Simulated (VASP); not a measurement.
Here is a VASP 6.6.1 calculation.

Contents of INCAR:

```
ALGO     = Normal         # electronic algorithm
EDIFF    = 1E-6           # SCF threshold, eV
ENCUT    = 520            # plane-wave cutoff, eV
ISIF     = 2              # what is computed and relaxed
ISMEAR   = -1             # smearing method
LASPH    = True           # aspherical terms in the spheres
LCHARG   = False          # write CHGCAR
LMAXMIX  = 4              # l up to which the mixer works
LMIXTAU  = True         
LREAL    = False          # projectors in reciprocal space
LWAVE    = False          # write WAVECAR
METAGGA  = MS2            # meta-GGA
NELM     = 80             # most SCF steps
PREC     = Accurate       # precision mode
SIGMA    = 0.05           # smearing width, eV
```

File KPOINTS:

```
k-points
0
Gamma
  6 6 8
```

File POSCAR:

```
HfO2
1.0
    4.8135329900      0.0000000000      0.0000000000
    0.0000000000      4.8135329900      0.0000000000
    0.0000000000      0.0000000000      3.2054154100
Hf O
2 4
Direct
    0.5000000000      0.5000000000      0.5000000000
    0.0000000000      0.0000000000      0.0000000000
    0.8050448800      0.1949551200      0.5000000000
    0.6949551200      0.6949551200      0.0000000000
    0.3050448800      0.3050448800      0.0000000000
    0.1949551200      0.8050448800      0.5000000000
```

The input KPOINTS_OPT:

```
path GXMGZRAZ,XR,MA
15
line-mode
reciprocal
 0.0000000000  0.0000000000  0.0000000000  G
 0.0000000000  0.5000000000  0.0000000000  X

 0.0000000000  0.5000000000  0.0000000000  X
 0.5000000000  0.5000000000  0.0000000000  M

 0.5000000000  0.5000000000  0.0000000000  M
 0.0000000000  0.0000000000  0.0000000000  G

 0.0000000000  0.0000000000  0.0000000000  G
 0.0000000000  0.0000000000  0.5000000000  Z

 0.0000000000  0.0000000000  0.5000000000  Z
 0.0000000000  0.5000000000  0.5000000000  R

 0.0000000000  0.5000000000  0.5000000000  R
 0.5000000000  0.5000000000  0.5000000000  A

 0.5000000000  0.5000000000  0.5000000000  A
 0.0000000000  0.0000000000  0.5000000000  Z

 0.0000000000  0.5000000000  0.0000000000  X
 0.0000000000  0.5000000000  0.5000000000  R

 0.5000000000  0.5000000000  0.0000000000  M
 0.5000000000  0.5000000000  0.5000000000  A
```

Potentials or basis: VASP PAW PBE potentials, release 64 (Hf_pv, O).

Launch:

```console
$ cat potpaw_PBE.64/Hf_pv/POTCAR potpaw_PBE.64/O/POTCAR > POTCAR
$ mpirun -np 1 vasp_std > vasp.out
```

**Question.** Estimate the band gap along the path.

**Answer.** 4.15 eV, direct.

**Question.** What does it give for the band gap on the k mesh?

**Answer.** 4.15 eV, direct.

**Question.** Estimate the largest force.

**Answer.** 0.033 eV/Å.

Levels at the corners of the path, in eV from the valence-band top:
```csv
point,band 20,band 21,band 22,band 23,band 24,band 25
Γ,-0.51,-0.51,0.00,4.15,4.33,5.40
X,-1.50,-0.68,-0.68,4.82,4.82,6.42
X,-1.50,-0.68,-0.68,4.82,4.82,6.41
M,-1.18,-0.86,-0.86,4.41,4.41,5.85
M,-1.18,-0.86,-0.86,4.41,4.41,5.85
Γ,-0.51,-0.51,0.00,4.15,4.33,5.40
Γ,-0.51,-0.51,0.00,4.15,4.33,5.40
Z,-2.11,-0.99,-0.99,5.81,5.81,6.30
Z,-2.11,-0.99,-0.99,5.81,5.81,6.30
R,-1.80,-0.95,-0.95,4.37,4.37,6.53
R,-1.80,-0.95,-0.95,4.37,4.37,6.53
A,-1.12,-0.53,-0.53,5.32,5.32,6.08
A,-1.12,-0.53,-0.53,5.32,5.32,6.08
Z,-2.11,-0.99,-0.99,5.81,5.81,6.30
X,-1.50,-0.68,-0.68,4.82,4.82,6.41
R,-1.80,-0.95,-0.95,4.37,4.37,6.53
M,-1.18,-0.86,-0.86,4.41,4.41,5.85
A,-1.12,-0.53,-0.53,5.32,5.32,6.08
```

Caveat: the PAW data sets were made with another functional, which shifts forces and pressure a little; spin-orbit coupling is left out, which moves the levels of the heavy elements.
